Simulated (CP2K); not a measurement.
# How the settings of CP2K move a run on Si

Simulated with CP2K 2026.2. This is a test of settings. The cell was built from a prototype and was relaxed with r2SCAN in plane waves (Ansatz 0.2.0). Not every such cell is a known phase. All runs are without spin polarisation.

Space group P6_3/mmc (No. 194), hexagonal; a = 3.832 Å, c = 6.341 Å in the conventional setting, 20.16 Å³ an atom. Around Si lie 4 Si at 2.35–2.37 Å.

The base run uses PBE in the DZVP-MOLOPT-SR basis.

```
&GLOBAL
 PROJECT run
 RUN_TYPE ENERGY_FORCE
 PRINT_LEVEL LOW
&END GLOBAL
&FORCE_EVAL
 METHOD QS
 STRESS_TENSOR ANALYTICAL
 &DFT
  BASIS_SET_FILE_NAME BASIS_MOLOPT
  POTENTIAL_FILE_NAME GTH_POTENTIALS
  &QS
   EXTRAPOLATION USE_GUESS
  &END QS
  &MGRID
   CUTOFF 350
   REL_CUTOFF 50
  &END MGRID
  &XC
   &XC_FUNCTIONAL PBE
   &END XC_FUNCTIONAL
  &END XC
  &KPOINTS
   SCHEME MONKHORST-PACK 5 5 3
   SYMMETRY F
   FULL_GRID F
  &END KPOINTS
  &SCF
   ADDED_MOS 10
   EPS_SCF 1e-6
   MAX_SCF 80
   &DIAGONALIZATION
   &END DIAGONALIZATION
   &MIXING
    METHOD BROYDEN_MIXING
    ALPHA 0.3
   &END MIXING
   &SMEAR
    METHOD FERMI_DIRAC
    ELECTRONIC_TEMPERATURE [K] 232
   &END SMEAR
   &PRINT
    &ITERATION_INFO
    &END ITERATION_INFO
   &END PRINT
  &END SCF
  &PRINT
   &BAND_STRUCTURE
    FILE_NAME bands.bs
    ADDED_MOS 6
    &KPOINT_SET
     UNITS B_VECTOR
     SPECIAL_POINT 0.00000000 0.00000000 0.00000000
     NPOINTS 0
    &END KPOINT_SET
    &KPOINT_SET
     UNITS B_VECTOR
     SPECIAL_POINT 0.50000000 0.00000000 0.00000000
     NPOINTS 0
    &END KPOINT_SET
    &KPOINT_SET
     UNITS B_VECTOR
     SPECIAL_POINT 0.33333333 0.33333333 0.00000000
     NPOINTS 0
    &END KPOINT_SET
    &KPOINT_SET
     UNITS B_VECTOR
     SPECIAL_POINT 0.00000000 0.00000000 0.50000000
     NPOINTS 0
    &END KPOINT_SET
    &KPOINT_SET
     UNITS B_VECTOR
     SPECIAL_POINT 0.50000000 0.00000000 0.50000000
     NPOINTS 0
    &END KPOINT_SET
    &KPOINT_SET
     UNITS B_VECTOR
     SPECIAL_POINT 0.33333333 0.33333333 0.50000000
     NPOINTS 0
    &END KPOINT_SET
    &KPOINT_SET
     UNITS B_VECTOR
     SPECIAL_POINT 0.00000000 0.50000000 0.00000000
     NPOINTS 0
    &END KPOINT_SET
   &END BAND_STRUCTURE
  &END PRINT
 &END DFT
 &SUBSYS
  &CELL
   A 3.83212956 0.00000000 0.00000000
   B -1.91606478 3.31872155 0.00000000
   C -0.00000000 -0.00000000 6.34121684
  &END CELL
  &COORD
   SCALED
   Si 0.33333333 0.66666667 0.00056094
   Si 0.66666667 0.33333333 0.50056094
   Si 0.33333333 0.66666667 0.37443906
   Si 0.66666667 0.33333333 0.87443906
  &END COORD
  &KIND Si
   BASIS_SET DZVP-MOLOPT-SR-GTH
   POTENTIAL GTH-PBE
  &END KIND
 &END SUBSYS
 &PRINT
  &STRESS_TENSOR
  &END STRESS_TENSOR
  &FORCES
  &END FORCES
 &END PRINT
&END FORCE_EVAL
```

Command: `cp2k.psmp -i run.inp`. It took 5.7 s on 2 threads of Arm Neoverse V2, on a shared host, peak memory 0.25 GiB.

It converged with a gap of 0.48 eV and a pressure of 1.13 GPa (positive in compression). Pressures on CP2K's grid carry noise of some tenths of a GPa.

Each further run moved one setting: XC_FUNCTIONAL (functional, with the PBE potentials kept); EPS_SCF (SCF threshold); ALPHA (mixing weight); REL_CUTOFF (grid cutoff relative to the Gaussians, in Ry). Changes are from the base run, which isn't itself converged in every setting; energies of another Hamiltonian, functional, basis or charge aren't compared, and those at a high electronic temperature are mostly its entropy term. CP2K's gap is over the listed points.

```
                      setting  how it ended  gap change (eV)  energy change (meV/atom)  pressure change (GPa)  time (s)
         XC_FUNCTIONAL = PADE     converged            -0.16                         –                  -0.41       5.4
               EPS_SCF = 1e-9     converged             0.00                       0.0                   0.00       7.8
                 ALPHA = 0.05     converged             0.00                       0.0                   0.00       5.6
              REL_CUTOFF = 30     converged             0.00                       0.0                   0.00       4.9
               EPS_SCF = 1e-4     converged             0.00                       0.0                   0.00       3.8
ALPHA = 1.5 (poor on purpose)     converged             0.00                       0.0                   0.00       4.7
```

EPS_SCF = 1e-9 changes nothing that matters here. ALPHA = 0.05 changes nothing that matters here. REL_CUTOFF = 30 changes nothing that matters here. EPS_SCF = 1e-4 changes nothing that matters here. ALPHA = 1.5 changes nothing that matters here.
